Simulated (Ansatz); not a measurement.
Wanted: the native input for an Ansatz 0.2.0 run.

| Item | Value |
| --- | --- |
| Task | single point |
| Functional | PBEsol |
| Dispersion | D4 |
| Potentials or basis | Ansatz PAW |
| Cutoff | 420 eV (not typed: the program's choice for these potentials) |
| k mesh | 10 × 10 × 8 |
| Occupations | fermi-dirac, width 0.05 eV |
| Spin | no spin polarisation |

Crystal: TiB2.

```
Ti B
1.0
     3.02920    0.00000    0.00000
    -1.51460    2.62336    0.00000
     0.00000    0.00000    3.22840
Ti B
1 2
Direct
  0.01485 0.01857 0.00871
  0.64684 0.31353 0.50220
  0.34607 0.68295 0.49643
```

The cell isn't the ideal one: atoms moved at random, drawn with an rms of 0.05 Å.

These files were run (other wordings do the same):

input.yaml

```yaml
crystal:
  lattice:
    - [3.0292, 0.0, 0.0]
    - [-1.5146, 2.6233641531, 0.0]
    - [0.0, 0.0, 3.2284]
  atoms:
    - { symbol: Ti, position: [0.014846, 0.01857, 0.008713] }
    - { symbol: B, position: [0.646836, 0.313532, 0.502201] }
    - { symbol: B, position: [0.346066, 0.682947, 0.496431] }
hamiltonian:
  xc: pbesol
  pseudopotentials: { kind: paw }
  dispersion: d4
kpoints:
  mp_grid: { grid: [10, 10, 8] }
scf:
  occupations: { method: fermi_dirac, width: 0.05 }
output:
  forces: true
  stress: true
  eigenvalues: true
```

Potentials or basis: Ansatz PAW.

The run is started by

```bash
$ ansatz run input.yaml --threads 2 --pin off --max-ram 5632MiB --backend cpu --events-out ev --progress --plain --runs-dir out
```

It gave:

The pressure is -7.7 GPa, the largest force is 2.116 eV/Å and the band gap on the k mesh is none (metal or under the smearing width).

Caveat: pairwise dispersion overbinds metals, which lowers pressure and volume; the PAW data sets come from PBE, with cores solved anew for the run's functional, which leaves a small shift of forces and pressure; forces of over 1 eV/Å show positions far from the minimum, so gaps and moduli don't describe the material at rest.

It took 22 s on 2 threads of Intel(R) Xeon(R) Processor @ 2.50GHz (Skylake/Cascade Lake), with other jobs on the host, peak memory 0.48 GiB.
